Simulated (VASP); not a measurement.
Take CsCl (CsCl type), against free atoms with fixed spin and no zero-point term, in VASP with PAW potentials, and its cohesive energy.

**Question.** One run gives 3.02 eV/atom. Which level is it?
A) r2SCAN
B) HSE06
C) PBEsol

**Answer.** B, HSE06.  The others give 3.18 (r2SCAN), 3.21 (PBEsol).

Only levels that ran to the end are used. Left out are those held back, those with too coarse a band path, GW runs whose mesh misses a band edge, hybrids' fits of cells that aren't cubic and levels without matching references; a question may draw on a part of the rest.
